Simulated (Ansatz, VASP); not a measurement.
**InP: VASP beside Ansatz**

```
In P
1.0
     0.00000    2.71231    2.71231
     2.71231    0.00000    2.71231
     2.71231    2.71231    0.00000
In P
1 1
Direct
  0.00000 0.00000 0.00000
  0.50000 0.50000 0.50000
```

Change from the starting cell: volume scaled by 0.94.

Alike in both runs: task single point; functional r2SCAN; k mesh 8 × 8 × 8; occupations fermi-dirac, width 0.05 eV; no spin polarisation.

|  | VASP | Ansatz |
| --- | --- | --- |
| version | VASP 6.6.1 | Ansatz 0.2.0 |
| potentials or method | VASP PAW PBE potentials, release 64 (In_d, P) | Ansatz PAW |
| plane-wave cutoff (eV) | 520 | 500 |
| valence electrons in the cell | 18 | 18 |

```csv
,VASP,Ansatz,Ansatz less VASP
gap on the k mesh at the Fermi level (eV),none,none,-
pressure (GPa),3.5,3.4,-0.08
```

A gap of «none» marks a metal or a gap that the smearing closes.

Caveats: the PAW data sets were made with another functional, which shifts forces and pressure a little (VASP); the PAW data sets come from PBE, with cores solved anew for the run's functional, which leaves a small shift of forces and pressure (Ansatz).
